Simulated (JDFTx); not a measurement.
Runs of JDFTx 1.7.0 (patched build) on SrO. Symmetry: Fm-3m, No. 225, cubic system. The conventional cell has a = 5.133 Å, b = 5.133 Å, c = 5.133 Å, α = 90.00°, β = 90.00°, γ = 90.00°. Sr (site symmetry m-3m) is surrounded by 6 O at 2.57 Å. O (site symmetry m-3m) has 6 Sr at 2.57 Å as nearest neighbours. 

```csv
task,level,potentials or basis,spin,cell,k mesh,cutoff (eV),smearing,max SCF steps,SCF threshold on the energy,solver of the electrons,further solve for the empty bands,band ratio of the Davidson solver,mesh quality,gap on the mesh (eV),pressure (GPa)
single point,PBEsol,PseudoDojo-SR-PBEsol-0.4.1-standard with smoothed tails,off,the cell as VASP's run set it,9 × 9 × 9,1143,gaussian 0.1 eV,100,1e-09 Ha,scf,yes,-,not flagged,3.27,-0.8
single point,LDA,PseudoDojo-FR-PBE-0.4-standard with smoothed tails,"SOC, no magnetisation",as given,7 × 7 × 7,1143,gaussian 0.01 eV,100,1e-08 Ha,scf,yes,-,not flagged,3.18,-3.4
single point,LDA,SG15-PBE-1.2 with smoothed tails,off,as given,4 × 4 × 4,1361,fermi-dirac 0.05 eV,100,1e-09 Ha,scf,yes,-,coarse,3.11,(c)
single point,LDA,PseudoDojo-SR-LDA-0.4.1-standard with smoothed tails,off,as given,9 × 9 × 9,1143,fermi-dirac 0.05 eV,100,1e-09 Ha,scf,yes,-,not flagged,3.22,-4.0
single point,PBEsol,PseudoDojo-SR-PBEsol-0.4.1-standard with smoothed tails,off,as given,9 × 9 × 9,1143,fermi-dirac 0.05 eV,100,1e-09 Ha,scf,yes,-,not flagged,3.27,-0.8
single point,PBEsol,PseudoDojo-SR-PBEsol-0.4.1-standard with smoothed tails,off,as given,9 × 9 × 9,1143,gaussian 0.05 eV,100,1e-09 Ha,scf,yes,-,not flagged,3.27,-0.8
single point,PBEsol,SG15-PBE-1.2 with smoothed tails,off,as given,4 × 4 × 4,1361,fermi-dirac 0.05 eV,100,1e-09 Ha,scf,yes,-,coarse,3.18,(b)
single point,r2SCAN,SG15-PBE-1.2 with smoothed tails,off,as given,4 × 4 × 4,1361,fermi-dirac 0.05 eV,100,1e-09 Ha,scf,yes,-,coarse,3.82,(a)
```

Task: Estimate the missing entries.

Result: (a) 1.3; (b) -0.2; (c) -2.8.

Caveats: some runs use coarse meshes; an odd mesh through Γ misses points on the zone boundary, where band edges often lie (some runs); the potentials were made for another functional, which shifts forces and pressure (some runs).

A k mesh can miss the band edges, and rows without SOC leave out spin-orbit coupling on Sr.
